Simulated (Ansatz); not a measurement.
Method: DFT PBE, scalar-relativistic, plane waves, PAW in Ansatz 0.2.0. All cells share a 420 eV cutoff and Γ-centred k meshes spaced at most about 0.3 Å⁻¹ (about 0.25 or finer for metals, 2π included). No spin polarisation.

Temperature and zero-point effects are left out.

Two relaxed structures of Zn₂Si₃N:

A. Space group R-3m (No. 166), trigonal, a = 5.616 Å, c = 9.190 Å. Zn has 1 Zn at 2.33 Å and 3 Si at 2.50 Å; Si has 2 N at 2.23 Å and 2 Zn at 2.50 Å; around N lie 6 Si at 2.23 Å.

B. Space group P-3m1 (No. 164), trigonal, a = 2.793 Å, c = 11.713 Å. Zn has 6 Si at 2.77–2.80 Å and 6 Zn at 2.79 Å; Si on a site of symmetry 3m has 3 N at 2.09 Å and 3 Zn at 2.77 Å; around Si on a site of symmetry -3m lie 6 Si at 2.79 Å and 6 Zn at 2.80 Å; around N lie 6 Si at 2.09 Å.

Question: Which is lower in energy, and by how much?

Answer: B is lower, by 245 meV/atom. A has space group R-3m (No. 166), 13.9 Å³/atom and no gap on its mesh; B has space group P-3m1 (No. 164), 13.2 Å³/atom and no gap. Counting Si or Zn atoms around N (for each partner element, those within 1.25 times its shortest distance or 1.15 times the sum of covalent radii, where it is the nearest in units of that sum or under 1.3; the shortest distance is added where it is long for a bond), A has N 6 from 2.2 Å and B has N 6. The denser one is the lower, and pressure would at first widen the difference. Even the lower one lies +0.37 eV/atom against the reference forms of the elements (uncorrected), so neither is stable at this level. Both come from invented guesses.

Cells relaxed within their symmetry can be saddle points.
